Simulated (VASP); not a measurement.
Level of theory: PBE GGA, VASP's PBE PAW potentials (set 64) (plane waves; VASP).

VASP ran on this input.

### INCAR
```
ALGO  =  Normal
EDIFF  =  1E-7
ENCUT  =  600
GGA  =  PE
ISIF  =  2
ISMEAR  =  0
LASPH  =  .TRUE.
LCHARG  =  .FALSE.
LREAL  =  .FALSE.
LWAVE  =  .FALSE.
NELM  =  100
PREC  =  Accurate
SIGMA  =  0.05
SYSTEM  =  Li3N
```

File KPOINTS:
```
Automatic mesh
0
Gamma
6 6 6
0 0 0
```

**POSCAR**
```
Li3N
3.5599790
  0.4999999138  -0.8660253295   0.0000000000
  0.4999999138   0.8660253295   0.0000000000
  0.0000000000   0.0000000000   1.0642973617
Li N
3 1
Cartesian
  0.4999999138   0.2886756872   1.0642973617
  0.4999999138  -0.2886756872   0.0000000000
  0.0000000000   0.0000000000   0.5321486808
  0.0000000000   0.0000000000   0.0000000000
```

POTCAR, in this order: Li_sv N (PBE.64 set). Program: vasp_std.

What VASP printed:

OSZICAR:
```
       N       E                     dE             d eps       ncg     rms          rms(c)
DAV:   1     0.596778205475E+02    0.59678E+02   -0.72881E+03   616   0.149E+03
DAV:   2    -0.107992401025E+02   -0.70477E+02   -0.65739E+02   819   0.279E+02
DAV:   3    -0.192297872859E+02   -0.84305E+01   -0.83880E+01   961   0.836E+01
DAV:   4    -0.198648215619E+02   -0.63503E+00   -0.63399E+00   936   0.189E+01
DAV:   5    -0.198720255463E+02   -0.72040E-02   -0.72036E-02   846   0.254E+00    0.997E+00
DAV:   6    -0.158013323369E+02    0.40707E+01   -0.24713E+01   751   0.248E+01    0.434E+00
DAV:   7    -0.156772706750E+02    0.12406E+00   -0.14599E+00   865   0.734E+00    0.234E+00
DAV:   8    -0.156061427756E+02    0.71128E-01   -0.35652E-01   734   0.513E+00    0.114E+00
DAV:   9    -0.155946411947E+02    0.11502E-01   -0.60720E-02   765   0.162E+00    0.334E-01
DAV:  10    -0.155955572985E+02   -0.91610E-03   -0.36966E-03   773   0.409E-01    0.753E-02
DAV:  11    -0.155954370675E+02    0.12023E-03   -0.13272E-03   825   0.192E-01    0.246E-02
DAV:  12    -0.155954490193E+02   -0.11952E-04   -0.11177E-04   784   0.719E-02    0.136E-02
DAV:  13    -0.155954442401E+02    0.47792E-05   -0.21761E-05   836   0.300E-02    0.123E-03
DAV:  14    -0.155954443643E+02   -0.12413E-06   -0.87833E-07   866   0.858E-03    0.103E-03
DAV:  15    -0.155954443805E+02   -0.16237E-07   -0.15360E-07   485   0.268E-03
   1 F= -.15595444E+02 E0= -.15595444E+02  d E =-.290018E-11
```

File OUTCAR:
```
------------------------ aborting loop because EDIFF is reached ----------------------------------------
  FORCE on cell =-STRESS in cart. coord.  units (eV):
  Direction    XX          YY          ZZ          XY          YZ          ZX
  --------------------------------------------------------------------------------------
  Total        0.9425181      0.9425182      0.9265359      0.0000000      0.0000000     -0.0000000
  in kB       36.3131943     36.3132006     35.6974373      0.0000000      0.0000000     -0.0000000
  external PRESSURE =      36.1079441 kB  Pullay stress =       0.0000000 kB
  volume of cell :       41.58
      direct lattice vectors                 reciprocal lattice vectors
     1.779989193 -3.083031987  0.000000000     0.280900582 -0.162178012  0.000000000
     1.779989193  3.083031987  0.000000000     0.280900582  0.162178012  0.000000000
     0.000000000  0.000000000  3.788876257     0.000000000  0.000000000  0.263930499
 POSITION                                       TOTAL-FORCE (eV/Angst)
 -----------------------------------------------------------------------------------
      1.77999      1.02768      0.00000        -0.000000      0.000000      0.000000
      1.77999     -1.02768      0.00000        -0.000000     -0.000000      0.000000
      0.00000      0.00000      1.89444        -0.000000      0.000000      0.000000
      0.00000      0.00000      0.00000         0.000000     -0.000000      0.000000
 -----------------------------------------------------------------------------------
    total drift:                                0.000000     -0.000000      0.000000
  FREE ENERGIE OF THE ION-ELECTRON SYSTEM (eV)
  ---------------------------------------------------
  free  energy   TOTEN  =       -15.5954443805 eV

  energy  without entropy=      -15.5954443805  energy(sigma->0) =      -15.59544438
```
(Selected blocks of OUTCAR.)

The compound is Li3N in the alpha structure. This cell was strained or had an atom moved on purpose.
